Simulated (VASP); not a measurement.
**HgSe: single point with PBE**

Crystal: HgSe.

```
Hg Se
1.0
     0.00000    3.13075    3.13075
     3.13075    0.00000    3.13075
     3.13075    3.13075    0.00000
Hg Se
1 1
Direct
  0.00000 0.00000 0.00000
  0.25000 0.25000 0.25000
```

The cell isn't the ideal one: cell and atoms relaxed tightly for response.

```yaml
Program: VASP 6.6.1
Task: single point
Functional: PBE
Potentials_or_basis: VASP PAW PBE potentials, release 64 (Hg, Se)
Cutoff: 520 eV
k_mesh: 12 × 12 × 12
Occupations: fermi-dirac, width 0.15 eV
Spin: no spin polarisation
```

```
Pressure               : 0.2 GPa
Band gap on the k mesh : none (metal or under the smearing width)
```

Levels at points of the mesh, in eV from the Fermi level:
```
           k point  band 7  band 8  band 9  band 10  band 11  band 12
(0.00, 0.00, 0.00)   -1.33   -0.29   -0.29    -0.29     5.30     5.30
(0.50, 0.00, 0.00)   -5.22   -1.10   -1.10     0.81     6.00     6.00
(0.50, 0.50, 0.00)   -4.96   -2.23   -2.23     2.40     2.91     7.99
```

Wall time 28 s on 1 thread of Intel(R) Xeon(R) 6975P-C (Granite Rapids), with other jobs on the host, peak memory 0.25 GiB.

The run has no spin-orbit coupling, so splittings on Hg are missing.
